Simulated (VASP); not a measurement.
# SrCl2 (Fm-3m) in VASP: further runs, part 2 of 2

VASP 6.6.1. Earlier steps stand in the parts before.

## (6) Equation of state, PBE, 29.43 Å³/atom (volume scaled by 1.04)

Contents of INCAR:

```
SYSTEM = SrCl2
PREC = Accurate
ENCUT = 520
EDIFF = 1E-7
ISMEAR = -1
SIGMA = 0.05
LREAL = .FALSE.
LASPH = .TRUE.
NELM = 100
ALGO = Normal
ISIF = 2
LWAVE = .FALSE.
LCHARG = .FALSE.
GGA = PE
NBANDS = 19
```

Contents of KPOINTS:

```
regular mesh
0
G
  7 7 7
  0 0 0
```

Contents of POSCAR:

```
SrCl2
1.0
    0.0000000000      3.5342546063      3.5342546063
    3.5342546063      0.0000000000      3.5342546063
    3.5342546063      3.5342546063      0.0000000000
Sr Cl
1 2
Direct
    0.0000000000      0.0000000000      0.0000000000
    0.7500000000      0.7500000000      0.7500000000
    0.2500000000      0.2500000000      0.2500000000
```

Potentials or basis: VASP PAW PBE potentials, release 64 (Sr_sv, Cl).

On the command line:

```
$ cat potpaw_PBE.64/Sr_sv/POTCAR potpaw_PBE.64/Cl/POTCAR > POTCAR
$ mpirun -np 1 vasp_std > vasp.out
```

Wall time 26 s (1 thread of Intel Xeon 6975P-C (Granite Rapids), shared host); peak memory 0.24 GiB.

It converged, with:

| Item | Value |
| --- | --- |
| Free energy | -12.7909 eV |
| Pressure | -0.3 GPa |
| Band gap on the k mesh | 5.22 eV, indirect (least direct gap 5.51 eV) |

Caveat: an odd mesh through Γ misses points on the zone boundary, where band edges often lie.

## (7) Equation of state, PBE, 30.00 Å³/atom (volume scaled by 1.06)

Contents of INCAR:

```
SYSTEM = SrCl2
  ALGO = Normal
  EDIFF = 1E-7
  ENCUT = 520
  GGA = PE
  ISIF = 2
  ISMEAR = -1
  LASPH = .TRUE.
  LCHARG = .FALSE.
  LREAL = .FALSE.
  LWAVE = .FALSE.
  NBANDS = 19
  NELM = 60
  PREC = Accurate
  SIGMA = 0.05
```

Contents of KPOINTS:

```
k-points
0
G
  7 7 7
  0 0 0
```

Contents of POSCAR:

```
SrCl2
1.0
    0.0000000000      3.5567663891      3.5567663891
    3.5567663891      0.0000000000      3.5567663891
    3.5567663891      3.5567663891      0.0000000000
Sr Cl
1 2
Direct
    0.0000000000      0.0000000000      0.0000000000
    0.7500000000      0.7500000000      0.7500000000
    0.2500000000      0.2500000000      0.2500000000
```

On the command line:

```
$ cat potpaw_PBE.64/Sr_sv/POTCAR potpaw_PBE.64/Cl/POTCAR > POTCAR
$ mpirun -np 1 vasp_std > vasp.out
```

It took 35 s on 1 thread of Intel Xeon 6975P-C (Granite Rapids), shared host; peak memory 0.24 GiB.

The run converged. Its results:

- Free energy: -12.7850 eV
- Pressure: -0.9 GPa
- Band gap on the k mesh: 5.15 eV, indirect (least direct gap 5.43 eV)

Caveat: an odd mesh through Γ misses points on the zone boundary, where band edges often lie.

## (8) Equation of state, PBE

Potentials or basis: VASP PAW PBE potentials, release 64 (Sr_sv, Cl).

This step only gathers the single runs of the series.

What came out:

* Equilibrium volume: 29.20 Å³/atom
* Bulk modulus: 34 GPa
* Pressure derivative of the bulk modulus: 4.6

Energy against volume, from the lowest point:
```csv
volume (Å³/atom),energy (meV/atom)
26.601,28.52
27.167,16.69
27.733,8.26
28.299,2.86
28.865,0.21
29.431,0.00
29.997,1.99
```

## (9) Equation of state, PBEsol, 26.60 Å³/atom (volume scaled by 0.94)

Contents of INCAR:

```
SYSTEM = SrCl2
PREC = Accurate
ENCUT = 520
EDIFF = 1E-7
ISMEAR = -1
SIGMA = 0.05
LREAL = .FALSE.
LASPH = .TRUE.
NELM = 100
ALGO = Normal
ISIF = 2
LWAVE = .FALSE.
LCHARG = .FALSE.
GGA = PS
NBANDS = 19
```

Contents of KPOINTS:

```
regular mesh
0
G
  7 7 7
  0 0 0
```

Contents of POSCAR:

```
SrCl2
1.0
    0.0000000000      3.4171392023      3.4171392023
    3.4171392023      0.0000000000      3.4171392023
    3.4171392023      3.4171392023      0.0000000000
Sr Cl
1 2
Direct
    0.0000000000      0.0000000000      0.0000000000
    0.7500000000      0.7500000000      0.7500000000
    0.2500000000      0.2500000000      0.2500000000
```

Potentials or basis: VASP PAW PBE potentials, release 64 (Sr_sv, Cl).

On the command line:

```
$ cat potpaw_PBE.64/Sr_sv/POTCAR potpaw_PBE.64/Cl/POTCAR > POTCAR
$ mpirun -np 1 vasp_std > vasp.out
```

Run time: 19 s. Hardware: 1 thread of Intel Xeon Platinum 8488C (Sapphire Rapids), shared host; peak memory 0.21 GiB.

It converged, with:

- Free energy: -13.3288 eV
- Pressure: 1.5 GPa
- Band gap on the k mesh: 5.40 eV, indirect (least direct gap 5.54 eV)

Caveat: the PAW data sets were made with another functional, which shifts forces and pressure a little; an odd mesh through Γ misses points on the zone boundary, where band edges often lie.

## (10) Equation of state, PBEsol, 27.17 Å³/atom (volume scaled by 0.96)

INCAR is that of step 9.

KPOINTS is that of step 9.

Contents of POSCAR:

```
SrCl2
1.0
    0.0000000000      3.4412043558      3.4412043558
    3.4412043558      0.0000000000      3.4412043558
    3.4412043558      3.4412043558      0.0000000000
Sr Cl
1 2
Direct
    0.0000000000      0.0000000000      0.0000000000
    0.7500000000      0.7500000000      0.7500000000
    0.2500000000      0.2500000000      0.2500000000
```

On the command line:

```
$ cat potpaw_PBE.64/Sr_sv/POTCAR potpaw_PBE.64/Cl/POTCAR > POTCAR
$ mpirun -np 1 vasp_std > vasp.out
```

Run time: 20 s. Hardware: 1 thread of Intel Xeon Platinum 8488C (Sapphire Rapids), shared host; peak memory 0.21 GiB.

The run converged. Its results:

```yaml
Free_energy: -13.3402 eV
Pressure: 0.6 GPa
Band_gap_on_the_k_mesh: 5.32 eV, indirect (least direct gap 5.55 eV)
```

Caveat: the PAW data sets were made with another functional, which shifts forces and pressure a little; an odd mesh through Γ misses points on the zone boundary, where band edges often lie.

## (11) Equation of state, PBEsol, 27.73 Å³/atom (volume scaled by 0.98)

INCAR is that of step 10.

KPOINTS is that of step 10.

Contents of POSCAR:

```
SrCl2
1.0
    0.0000000000      3.4649375496      3.4649375496
    3.4649375496      0.0000000000      3.4649375496
    3.4649375496      3.4649375496      0.0000000000
Sr Cl
1 2
Direct
    0.0000000000      0.0000000000      0.0000000000
    0.7500000000      0.7500000000      0.7500000000
    0.2500000000      0.2500000000      0.2500000000
```

On the command line:

```
$ cat potpaw_PBE.64/Sr_sv/POTCAR potpaw_PBE.64/Cl/POTCAR > POTCAR
$ mpirun -np 1 vasp_std > vasp.out
```

Run time: 20 s. Hardware: 1 thread of Intel Xeon Platinum 8488C (Sapphire Rapids), shared host; peak memory 0.21 GiB.

The run converged. Its results:

| Quantity | Value |
| --- | --- |
| Free energy | -13.3425 eV |
| Pressure | -0.2 GPa |
| Band gap on the k mesh | 5.24 eV, indirect (least direct gap 5.56 eV) |

Caveat: the PAW data sets were made with another functional, which shifts forces and pressure a little; an odd mesh through Γ misses points on the zone boundary, where band edges often lie.

## (12) Equation of state, PBEsol, 28.86 Å³/atom (volume scaled by 1.02)

INCAR is that of step 11.

KPOINTS is that of step 11.

Contents of POSCAR:

```
SrCl2
1.0
    0.0000000000      3.5114523289      3.5114523289
    3.5114523289      0.0000000000      3.5114523289
    3.5114523289      3.5114523289      0.0000000000
Sr Cl
1 2
Direct
    0.0000000000      0.0000000000      0.0000000000
    0.7500000000      0.7500000000      0.7500000000
    0.2500000000      0.2500000000      0.2500000000
```

Potentials or basis: VASP PAW PBE potentials, release 64 (Sr_sv, Cl).

On the command line:

```
$ cat potpaw_PBE.64/Sr_sv/POTCAR potpaw_PBE.64/Cl/POTCAR > POTCAR
$ mpirun -np 1 vasp_std > vasp.out
```

It took 33 s on 1 thread of Intel Xeon Platinum 8488C (Sapphire Rapids), shared host; peak memory 0.24 GiB.

Results (log left out):

| Quantity | Value |
| --- | --- |
| Free energy | -13.3240 eV |
| Pressure | -1.6 GPa |
| Band gap on the k mesh | 5.10 eV, indirect (least direct gap 5.40 eV) |

Caveat: the PAW data sets were made with another functional, which shifts forces and pressure a little; an odd mesh through Γ misses points on the zone boundary, where band edges often lie.

## (13) Equation of state, PBEsol, 29.43 Å³/atom (volume scaled by 1.04)

INCAR is that of step 12.

KPOINTS is that of step 12.

Contents of POSCAR:

```
SrCl2
1.0
    0.0000000000      3.5342546063      3.5342546063
    3.5342546063      0.0000000000      3.5342546063
    3.5342546063      3.5342546063      0.0000000000
Sr Cl
1 2
Direct
    0.0000000000      0.0000000000      0.0000000000
    0.7500000000      0.7500000000      0.7500000000
    0.2500000000      0.2500000000      0.2500000000
```

On the command line:

```
$ cat potpaw_PBE.64/Sr_sv/POTCAR potpaw_PBE.64/Cl/POTCAR > POTCAR
$ mpirun -np 1 vasp_std > vasp.out
```

Run time: 32 s. Hardware: 1 thread of Intel Xeon Platinum 8488C (Sapphire Rapids), shared host; peak memory 0.24 GiB.

Results (log left out):

- Free energy: -13.3047 eV
- Pressure: -2.1 GPa
- Band gap on the k mesh: 5.03 eV, indirect (least direct gap 5.32 eV)

Caveat: the PAW data sets were made with another functional, which shifts forces and pressure a little; an odd mesh through Γ misses points on the zone boundary, where band edges often lie.

## (14) Equation of state, PBEsol, 30.00 Å³/atom (volume scaled by 1.06)

INCAR is that of step 13.

KPOINTS is that of step 13.

Contents of POSCAR:

```
SrCl2
1.0
    0.0000000000      3.5567663891      3.5567663891
    3.5567663891      0.0000000000      3.5567663891
    3.5567663891      3.5567663891      0.0000000000
Sr Cl
1 2
Direct
    0.0000000000      0.0000000000      0.0000000000
    0.7500000000      0.7500000000      0.7500000000
    0.2500000000      0.2500000000      0.2500000000
```

On the command line:

```
$ cat potpaw_PBE.64/Sr_sv/POTCAR potpaw_PBE.64/Cl/POTCAR > POTCAR
$ mpirun -np 1 vasp_std > vasp.out
```

Run time: 27 s. Hardware: 1 thread of Intel Xeon Platinum 8488C (Sapphire Rapids), shared host; peak memory 0.24 GiB.

Results (log left out):

```
Free energy            : -13.2797 eV
Pressure               : -2.7 GPa
Band gap on the k mesh : 4.96 eV, indirect (least direct gap 5.24 eV)
```

Caveat: the PAW data sets were made with another functional, which shifts forces and pressure a little; an odd mesh through Γ misses points on the zone boundary, where band edges often lie.

## (15) Equation of state, PBEsol

Potentials or basis: VASP PAW PBE potentials, release 64 (Sr_sv, Cl).

This step only gathers the single runs of the series.

What came out:

```
Equilibrium volume                      : 27.61 Å³/atom
Bulk modulus                            : 38 GPa
Pressure derivative of the bulk modulus : 4.6
```

Energy against volume, from the lowest point:
| volume (Å³/atom) | energy (meV/atom) |
| --- | --- |
| 26.601 | 4.60 |
| 27.167 | 0.78 |
| 27.733 | 0.00 |
| 28.299 | 1.89 |
| 28.865 | 6.20 |
| 29.431 | 12.62 |
| 29.997 | 20.96 |

Caveat: the PAW data sets were made with another functional, which shifts forces and pressure a little.
